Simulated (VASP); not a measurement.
# BeTe (F-43m) in VASP: settings compared

The runs below take BeTe through relaxation of the atoms, relaxation of cell and atoms, with r2SCAN, PBEsol.

Everything below comes from runs of VASP 6.6.1. Logs are shortened: lines on timing, memory, paths and dates and some standing lists are left out, and cuts for length are marked.

**1. The crystal as given**

Symmetry: F-43m, No. 216, cubic system. The conventional cell has a = 5.540 Å, b = 5.540 Å, c = 5.540 Å, α = 90.00°, β = 90.00°, γ = 90.00°. Be (site symmetry -43m) is surrounded by 4 Te at 2.40 Å. Te (site symmetry -43m) has 4 Be at 2.40 Å as nearest neighbours.

**2. Relaxation of the atoms, r2SCAN (a relaxed cell with its volume scaled by 1.04)**

Contents of INCAR:

```
SYSTEM = BeTe
PREC     = Accurate       ! precision mode
ENCUT    = 600            ! plane-wave cutoff, eV
EDIFF    = 1E-7           ! SCF threshold, eV
ISMEAR   = 0              ! smearing method
SIGMA    = 0.03           ! smearing width, eV
LREAL    = .FALSE.        ! projectors in reciprocal space
LASPH    = .TRUE.         ! aspherical terms in the spheres
NELM     = 80             ! most SCF steps
ALGO     = Normal         ! electronic algorithm
ISIF     = 2              ! what is computed and relaxed
LWAVE    = .FALSE.        ! write WAVECAR
LCHARG   = .FALSE.        ! write CHGCAR
METAGGA  = R2SCAN         ! meta-GGA
LMIXTAU  = .TRUE.       
IBRION   = 2              ! ionic algorithm
NSW      = 40             ! ionic steps
EDIFFG   = -0.01          ! ionic threshold
```

Contents of KPOINTS:

```
Automatic mesh
0
G
  8 8 8
  0 0 0
```

Contents of POSCAR:

```
BeTe                                    
1.0
    0.0000000000      2.8683389853      2.8683389853
    2.8683389853      0.0000000000      2.8683389853
    2.8683389853      2.8683389853      0.0000000000
  Be              Te            
     1     1
Direct
     0.0000000000000000    0.0000000000000000    0.0000000000000000
     0.2500000000000000    0.2500000000000000    0.2500000000000000
```

Potentials or basis: VASP PAW PBE potentials, release 64 (Be, Te).

Command:

```
> cat potpaw_PBE.64/Be/POTCAR potpaw_PBE.64/Te/POTCAR > POTCAR
> mpirun -np 1 vasp_std > vasp.out
```

OUTCAR:

```text
SYSTEM = BeTe
   PREC = Accurate
   ENCUT = 600
   EDIFF = 1E-7
   ISMEAR = 0
   LREAL = .FALSE.
   LASPH = .TRUE.
   NELM = 80
   ISIF = 2
   METAGGA = R2SCAN
   IBRION = 2
   NSW = 40
   EDIFFG = -0.01

 ion  position               nearest neighbor table
   1  0.000  0.000  0.000-   2 2.48   2 2.48   2 2.48   2 2.48
   2  0.250  0.250  0.250-   1 2.48   1 2.48   1 2.48   1 2.48

  LATTYP: Found a face centered cubic cell.
 ALAT       =     5.7366779706

  Lattice vectors:

 A1 = (   0.0000000000,   2.8683389853,   2.8683389853)
 A2 = (   2.8683389853,   0.0000000000,   2.8683389853)
 A3 = (   2.8683389853,   2.8683389853,   0.0000000000)

Analysis of symmetry for initial positions (statically):
=====================================================================
 Subroutine PRICEL returns:
 Original cell was already a primitive cell.

 Routine SETGRP: Setting up the symmetry group for a
 face centered cubic supercell.

 Subroutine GETGRP returns: Found 24 space group operations
 (whereof 24 operations were pure point group operations)
 out of a pool of 48 trial point group operations.

The static configuration has the point symmetry T_d .

Analysis of symmetry for dynamics (positions and initial velocities):
=====================================================================
 Subroutine PRICEL returns:
 Original cell was already a primitive cell.

 Routine SETGRP: Setting up the symmetry group for a
 face centered cubic supercell.

 Subroutine GETGRP returns: Found 24 space group operations
 (whereof 24 operations were pure point group operations)
 out of a pool of 48 trial point group operations.

The dynamic configuration has the point symmetry T_d .

 Subroutine INISYM returns: Found 24 space group operations
 (whereof 24 operations are pure point group operations),
 and found     1 'primitive' translations

----------------------------------------------------------------------------------------

                                     Primitive cell

  volume of cell :      47.1978

  direct lattice vectors                    reciprocal lattice vectors
     0.000000000  2.868338985  2.868338985    -0.174316914  0.174316914  0.174316914
     2.868338985  0.000000000  2.868338985     0.174316914 -0.174316914  0.174316914
     2.868338985  2.868338985  0.000000000     0.174316914  0.174316914 -0.174316914

  length of vectors
     4.056443894  4.056443894  4.056443894     0.301925752  0.301925752  0.301925752

  position of ions in fractional coordinates (direct lattice)
     0.000000000  0.000000000  0.000000000
     0.250000000  0.250000000  0.250000000

  ion indices of the primitive-cell ions
   primitive index   ion index
                 1           1
                 2           2

----------------------------------------------------------------------------------------

 KPOINTS: Automatic mesh

Automatic generation of k-mesh.
 Grid dimensions read from file:
 generate k-points for:    8    8    8

 Generating k-lattice:

  Cartesian coordinates                     Fractional coordinates (reciprocal lattice)
    -0.021789614  0.021789614  0.021789614     0.125000000  0.000000000  0.000000000
     0.021789614 -0.021789614  0.021789614     0.000000000  0.125000000  0.000000000
     0.021789614  0.021789614 -0.021789614     0.000000000  0.000000000  0.125000000

  Length of vectors
     0.037740719  0.037740719  0.037740719

  Shift w.r.t. Gamma in fractional coordinates (k-lattice)
     0.000000000  0.000000000  0.000000000

 Subroutine IBZKPT returns following result:
 ===========================================

 Found     29 irreducible k-points:

 Following reciprocal coordinates:
            Coordinates               Weight
  0.000000  0.000000  0.000000      1.000000
  0.125000  0.000000  0.000000      8.000000
  0.250000  0.000000  0.000000      8.000000
  0.375000  0.000000  0.000000      8.000000
  0.500000  0.000000  0.000000      4.000000
  0.125000  0.125000  0.000000      6.000000
[... 16 lines left out ...]
  0.500000  0.250000  0.125000     48.000000
 -0.375000  0.250000  0.125000     24.000000
 [... further k-points ...]
   k-points           NKPTS =     29   k-points in BZ     NKDIM =     29   number of bands    NBANDS=      8
   number of dos      NEDOS =    301   number of ions     NIONS =      2
   total plane-waves  NPLWV =  32768
   dimension x,y,z NGX =    32 NGY =   32 NGZ =   32
   dimension x,y,z NGXF=    64 NGYF=   64 NGZF=   64
   ions per type =               1   1
   NGX,Y,Z   is equivalent  to a cutoff of  13.11, 13.11, 13.11 a.u.
   NGXF,Y,Z  is equivalent  to a cutoff of  26.23, 26.23, 26.23 a.u.
 SYSTEM =  BeTe
   PREC   = accura    normal or accurate (medium, high low for compatibility)
   ISTART =      0    job   : 0-new  1-cont  2-samecut
   ICHARG =      2    charge: 1-file 2-atom 10-const
   ISPIN  =      1    spin polarized calculation?
   LNONCOLLINEAR =      F non collinear calculations
   LSORBIT =      F    spin-orbit coupling
   LASPH  =      T    aspherical Exc in radial PAW
   ENCUT  =  600.0 eV  44.10 Ry    6.64 a.u.   8.10  8.10  8.10*2*pi/ulx,y,z
   NELM   =     80;   NELMIN=  2; NELMDL= -5     # of ELM steps
   EDIFF  = 0.1E-06   stopping-criterion for ELM
   LREAL  =      F    real-space projection
   EDIFFG = -.1E-01   stopping-criterion for IOM
   NSW    =     40    number of steps for IOM
   IBRION =      2    ionic relax: 0-MD 1-quasi-New 2-CG
   NFREE  =      1    steps in history (QN), initial steepest desc. (CG)
   ISIF   =      2    stress and relaxation
   ISYM   =      2    0-nonsym 1-usesym 2-fastsym
   POTIM  = 0.5000    time-step for ionic-motion
   TEBEG  =    0.0;   TEEND  =   0.0 temperature during run
   PSTRESS=    0.0 pullay stress
   NELECT =       8.0000    total number of electrons
   NUPDOWN=      -1.0000    fix difference up-down
   EMIN   =  10.00;   EMAX   =-10.00  energy-range for DOS
   EFERMI =   0.00;   METHOD = LEGACY
   ISMEAR =     0;   SIGMA  =   0.03  broadening in eV -4-tet -1-fermi 0-gaus
   EFERMI_NEDOS =   21; number of points for ismear=-14 and -15
   IALGO  =     38    algorithm
   IMIX   =      4    mixing-type and parameters
     AMIX     =   0.40;   BMIX     =  1.00
     AMIX_MAG =   1.60;   BMIX_MAG =  1.00
  volume/ion in A,a.u.               =      23.60       159.25
  Fermi-wavevector in a.u.,A,eV,Ry     =   0.906006  1.712103 11.168297  0.820847
  Thomas-Fermi vector in A             =   2.029642
   LORBIT       =      0    0 simple, 1 ext, 2 COOP (PROOUT), +10 PAW based schemes
   METAGGA = R2SCAN    functional components
   LHFCALC =     F    Hartree Fock is set to
   AEXX    =    0.0000 exact exchange contribution
   IVDW    =     0    specifies the selected vdW correction
   LEPSILON=     F    determine dielectric tensor
   LRPA    =     F    only Hartree local field effects (RPA)
 conjugate gradient relaxation of ions
 non-spin polarized calculation
 Gauss-broadening in eV      SIGMA  =   0.03
  energy-cutoff  :      600.00
  volume of cell :       47.20
 maximum number of plane-waves:      1604
   NGX = 17   NGY = 17   NGZ = 17

 number of electron       8.0000000 magnetization

 Free energy of the ion-electron system (eV)
  ---------------------------------------------------
  ext. energy  EPLUGINS =         0.00000000
  ---------------------------------------------------
  free energy    TOTEN  =       -30.67304864 eV

  energy without entropy =      -30.67304864  energy(sigma->0) =      -30.67304864

 E-fermi :   4.4806     XC(G=0):  -9.2497

 val. band max:        4.3286538013   @ k =   0.0000   0.0000   0.0000
 cond. band min:       6.7943733584   @ k =   0.5000   0.5000   0.0000
 fundamental gap:      2.4657195571
 Fermi energy:         4.4806008480

 k-point     1 :       0.0000    0.0000    0.0000
  band No.  band energies     occupation
      1      -8.0894      2.00000
      2       4.3287      2.00000
      3       4.3287      2.00000
      4       4.3287      2.00000
      5       8.3963      0.00000
      6       8.3963      0.00000
      7       8.3963      0.00000
      8       8.4119      0.00000

 k-point     2 :       0.1250    0.0000    0.0000
  band No.  band energies     occupation
      1      -7.9442      2.00000
      2       3.0718      2.00000
      3       4.1124      2.00000
      4       4.1124      2.00000
      5       8.2595      0.00000
      6       8.7266      0.00000
      7       8.7266      0.00000
      8       9.7159      0.00000

 k-point     3 :       0.2500    0.0000    0.0000
  band No.  band energies     occupation
      1      -7.5457      2.00000
      2       1.1031      2.00000
      3       3.6965      2.00000
      4       3.6965      2.00000
      5       7.9994      0.00000
      6       9.2527      0.00000
      7       9.2527      0.00000
      8      11.7317      0.00000

 k-point     4 :       0.3750    0.0000    0.0000
  band No.  band energies     occupation
      1      -7.0446      2.00000
      2      -0.4565      2.00000
      3       3.3691      2.00000
      4       3.3691      2.00000
      5       7.7978      0.00000
      6       9.3974      0.00000
      7       9.3974      0.00000
      8      12.7956      0.00000

 k-point     5 :       0.5000    0.0000    0.0000
  band No.  band energies     occupation
      1      -6.7871      2.00000
      2      -1.0789      2.00000
      3       3.2504      2.00000
      4       3.2504      2.00000
      5       7.7261      0.00000
      6       9.3718      0.00000
      7       9.3718      0.00000
      8      12.7953      0.00000
[... 177 lines left out ...]
 k-point    22 :       0.3750    0.2500    0.1250
  band No.  band energies     occupation
      1      -7.2170      2.00000
      2       0.8291      2.00000
      3       2.1896      2.00000
      4       3.1686      2.00000
      5       8.3680      0.00000
      6       9.5060      0.00000
      7      10.2045      0.00000
      8      11.0280      0.00000

 k-point    23 :       0.5000    0.2500    0.1250
  band No.  band energies     occupation
      1      -6.7737      2.00000
      2      -0.1987      2.00000
      3       1.6528      2.00000
      4       2.7349      2.00000
      5       8.7989      0.00000
      6       9.4124      0.00000
      7      10.6842      0.00000
      8      11.6741      0.00000

 k-point    24 :      -0.3750    0.2500    0.1250
  band No.  band energies     occupation
      1      -6.5532      2.00000
      2      -0.6763      2.00000
      3       1.5376      2.00000
      4       2.5222      2.00000
      5       8.9670      0.00000
      6       9.1133      0.00000
      7      11.4220      0.00000
      8      12.5687      0.00000

 [... further k-points ...]

------------------------ aborting loop because EDIFF is reached ----------------------------------------

  FORCE on cell =-STRESS in cart. coord.  units (eV):
  Direction    XX          YY          ZZ          XY          YZ          ZX
  --------------------------------------------------------------------------------------
  -------------------------------------------------------------------------------------
  Total       -0.6379351     -0.6379351     -0.6379351      0.0000000      0.0000000      0.0000000
  in kB      -21.6553708    -21.6553708    -21.6553708      0.0000000      0.0000000      0.0000000
  external PRESSURE =     -21.6553708 kB  Pullay stress =       0.0000000 kB

 VOLUME and BASIS-vectors are now :
 -----------------------------------------------------------------------------
  energy-cutoff  :      600.00
  volume of cell :       47.20
      direct lattice vectors                 reciprocal lattice vectors
     0.000000000  2.868338985  2.868338985    -0.174316914  0.174316914  0.174316914
     2.868338985  0.000000000  2.868338985     0.174316914 -0.174316914  0.174316914
     2.868338985  2.868338985  0.000000000     0.174316914  0.174316914 -0.174316914

 POSITION                                       TOTAL-FORCE (eV/Angst)
 -----------------------------------------------------------------------------------
      0.00000      0.00000      0.00000         0.000000      0.000000      0.000000
      1.43417      1.43417      1.43417        -0.000000     -0.000000     -0.000000
 -----------------------------------------------------------------------------------
    total drift:                                0.000000      0.000000      0.000000

  FREE ENERGIE OF THE ION-ELECTRON SYSTEM (eV)
  ---------------------------------------------------
  free  energy   TOTEN  =       -30.6730486359 eV

  energy  without entropy=      -30.6730486359  energy(sigma->0) =      -30.67304864

 reached required accuracy - stopping structural energy minimisation
```

Run time: 53 s. Hardware: 1 thread of Intel Xeon Platinum 8488C (Sapphire Rapids), shared host; peak memory 0.19 GiB.

Results:

* Free energy: -30.6730 eV
* Pressure after relaxing: -2.2 GPa
* Band gap on the k mesh: 2.47 eV, indirect (least direct gap 4.07 eV)

Final structure:
```
Be Te
1.0
     0.00000    2.86834    2.86834
     2.86834    0.00000    2.86834
     2.86834    2.86834    0.00000
Be Te
1 1
Direct
  0.00000 0.00000 0.00000
  0.25000 0.25000 0.25000
```

Levels at points of the mesh, in eV from the valence-band top:
```csv
k point,band 1,band 2,band 3,band 4,band 5,band 6,band 7,band 8
"(0.00, 0.00, 0.00)",-12.42,0.00,0.00,0.00,4.07,4.07,4.07,4.08
"(0.50, 0.00, 0.00)",-11.12,-5.41,-1.08,-1.08,3.40,5.04,5.04,8.47
"(0.50, 0.50, 0.00)",-10.64,-5.04,-2.54,-2.54,2.47,3.06,10.21,10.21
```

Caveat: the relaxation stopped at its first step, so nothing moved; the PAW data sets were made with another functional, which shifts forces and pressure a little; spin-orbit coupling is left out, which moves the levels of the heavy elements. A k mesh can miss the band edges.

**3. Relaxation of the atoms, r2SCAN (a relaxed cell with its volume scaled by 1.06)**

INCAR is that of step 2.

KPOINTS is that of step 2.

Contents of POSCAR:

```
BeTe                                    
1.0
    0.0000000000      2.8866091530      2.8866091530
    2.8866091530      0.0000000000      2.8866091530
    2.8866091530      2.8866091530      0.0000000000
  Be              Te            
     1     1
Direct
     0.0000000000000000    0.0000000000000000    0.0000000000000000
     0.2500000000000000    0.2500000000000000    0.2500000000000000
```

Potentials or basis: VASP PAW PBE potentials, release 64 (Be, Te).

Command:

```
> cat potpaw_PBE.64/Be/POTCAR potpaw_PBE.64/Te/POTCAR > POTCAR
> mpirun -np 1 vasp_std > vasp.out
```

Wall time 79 s (1 thread of Intel Xeon Platinum 8488C (Sapphire Rapids), shared host); peak memory 0.2 GiB.

The run converged. Its results:

```
Free energy             : -30.6582 eV
Pressure after relaxing : -3.1 GPa
Band gap on the k mesh  : 2.51 eV, indirect (least direct gap 3.94 eV)
```

Final structure:
```
CELL_PARAMETERS angstrom
0.00000 2.88661 2.88661
2.88661 0.00000 2.88661
2.88661 2.88661 0.00000
ATOMIC_POSITIONS crystal
Be 0.00000 0.00000 0.00000
Te 0.25000 0.25000 0.25000
```

Levels at points of the mesh, in eV from the valence-band top:
| k point | band 1 | band 2 | band 3 | band 4 | band 5 | band 6 | band 7 | band 8 |
| --- | --- | --- | --- | --- | --- | --- | --- | --- |
| (0.00, 0.00, 0.00) | -12.30 | 0.00 | 0.00 | 0.00 | 3.94 | 4.08 | 4.08 | 4.08 |
| (0.50, 0.00, 0.00) | -11.04 | -5.29 | -1.05 | -1.05 | 3.34 | 5.05 | 5.05 | 8.46 |
| (0.50, 0.50, 0.00) | -10.58 | -4.94 | -2.47 | -2.47 | 2.51 | 3.08 | 10.09 | 10.09 |

Caveat: the relaxation stopped at its first step, so nothing moved; the PAW data sets were made with another functional, which shifts forces and pressure a little; spin-orbit coupling is left out, which moves the levels of the heavy elements.

**4. Relaxation of cell and atoms, PBEsol**

Contents of INCAR:

```
SYSTEM = BeTe
PREC = Accurate ; ENCUT = 600
EDIFF = 1E-6 ; ISMEAR = 0
SIGMA = 0.03 ; LREAL = .FALSE.
LASPH = .TRUE. ; NELM = 80
ALGO = Normal ; ISIF = 3
LWAVE = .FALSE. ; LCHARG = .FALSE.
GGA = PS ; IBRION = 2
NSW = 90 ; EDIFFG = -0.01
KPAR = 4
```

KPOINTS is that of step 3.

Contents of POSCAR:

```
BeTe
1.0
    0.0000000000      2.7700000000      2.7700000000
    2.7700000000      0.0000000000      2.7700000000
    2.7700000000      2.7700000000      0.0000000000
Be Te
1 1
Direct
    0.0000000000      0.0000000000      0.0000000000
    0.2500000000      0.2500000000      0.2500000000
```

Command:

```
> cat potpaw_PBE.64/Be/POTCAR potpaw_PBE.64/Te/POTCAR > POTCAR
> mpirun -np 4 vasp_std > vasp.out
```

Run time: 6.1 s. Hardware: 4 MPI ranks of Intel Xeon 6975P-C (Granite Rapids), shared host; peak memory 0.18 GiB.

It converged, with:

```
Free energy                            : -8.2159 eV
Relaxed volume                         : 22.10 Å³/atom
Relaxed cell                           : a = 3.968 Å, b = 3.968 Å, c = 3.968 Å, α = 60.00°, β = 60.00°, γ = 60.00°
Space group after relaxing (to 0.05 Å) : F-43m (No. 216)
Energy gained by relaxing              : 6.5 meV/atom
Ionic steps                            : 3
Pressure after relaxing                : 0.0 GPa
Band gap on the k mesh                 : 1.83 eV, indirect (least direct gap 3.59 eV)
```

The path:
```csv
step,energy change (eV),largest force (eV/Å),pressure (GPa),volume (Å³)
1,0.0000,0.0000,2.54,42.51
2,-0.0122,0.0000,-0.55,44.61
3,-0.0129,0.0000,0.00,44.19
```

Final structure:
```
Be Te
1.0
     0.00000    2.80614    2.80614
     2.80614    0.00000    2.80614
     2.80614    2.80614    0.00000
Be Te
1 1
Direct
  0.00000 0.00000 0.00000
  0.25000 0.25000 0.25000
```

Levels at points of the mesh, in eV from the valence-band top:
| k point | band 2 | band 3 | band 4 | band 5 | band 6 | band 7 |
| --- | --- | --- | --- | --- | --- | --- |
| (0.00, 0.00, 0.00) | 0.00 | 0.00 | 0.00 | 3.59 | 3.59 | 3.59 |
| (0.50, 0.00, 0.00) | -5.64 | -1.15 | -1.15 | 3.06 | 4.55 | 4.55 |
| (0.50, 0.50, 0.00) | -5.19 | -2.70 | -2.70 | 1.83 | 2.60 | 9.77 |

Caveat: the PAW data sets were made with another functional, which shifts forces and pressure a little; spin-orbit coupling is left out, which moves the levels of the heavy elements. Expect the measured gap to be larger: semilocal functionals such as PBEsol lack the derivative discontinuity.

**5. The runs side by side**

```tsv
task	level	cell	gap on the mesh (eV)	pressure (GPa)
relaxation of the atoms	r2SCAN	atoms relaxed from: a relaxed cell with its volume scaled by 1.04	2.47	-2.2
relaxation of the atoms	r2SCAN	atoms relaxed from: a relaxed cell with its volume scaled by 1.06	2.51	-3.1
relaxation of cell and atoms	PBEsol	relaxed	1.83	0.0
```

Alike in all rows: potentials or basis VASP PAW PBE potentials, release 64 (Be, Te); no spin polarisation; k mesh 8 × 8 × 8; cutoff (eV) 600; smearing gaussian 0.03 eV.

Caveats: the PAW data sets were made with another functional, which shifts forces and pressure a little; spin-orbit coupling is left out, which moves the levels of the heavy elements; the relaxation stopped at its first step, so nothing moved (some runs).

Total energies depend on the potentials used, so only differences within one code and one set of settings carry meaning.
